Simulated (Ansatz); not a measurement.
Runs of Ansatz 0.2.0 on NbP. It takes space group I4_1md (No. 109, tetragonal). The conventional cell has a = 3.350 Å, b = 3.350 Å, c = 11.480 Å, α = 90.00°, β = 90.00°, γ = 90.00°. Nb (site symmetry 2mm) is surrounded by 6 P at 2.55 Å. Around P (site symmetry 2mm) lie 6 Nb at 2.55 Å. The cell is a database's computed one.

| task | level | k mesh | smearing | atoms under strain | gap on the mesh (eV) | pressure (GPa) | largest force (eV/Å) |
| --- | --- | --- | --- | --- | --- | --- | --- |
| phonons | PBE+D3(BJ) | 8 × 8 × 8 | fermi-dirac 0.1 eV | - | none | - | - |
| single point | PBE | 11 × 11 × 11 | gaussian 0.05 eV | - | none | -1.1 | 0.02 |
| single point | RPBE | 11 × 11 × 11 | gaussian 0.1 eV | - | none | 1.5 | 0.02 |
| elastic constants | PBEsol | 8 × 8 × 8 | fermi-dirac 0.05 eV | clamped | none | (a) | 0.02 |

Alike in all rows: potentials or basis Ansatz PAW; no spin polarisation; cell as given; cutoff (eV) 420.

Estimate the missing entries.

(a) -6.3.

Caveats: the PAW data sets come from PBE, with cores solved anew for the run's functional, which leaves a small shift of forces and pressure (some runs); pairwise dispersion overbinds metals, which lowers pressure and volume (some runs); the cell is more than 3 GPa from zero pressure, which shifts response properties (some runs); elastic constants of metals need much finer meshes, so these are rough (some runs).

A k mesh can miss the band edges, and the runs leave out spin-orbit coupling on Nb.

A gap of «none» marks a metal or a gap under the smearing width.
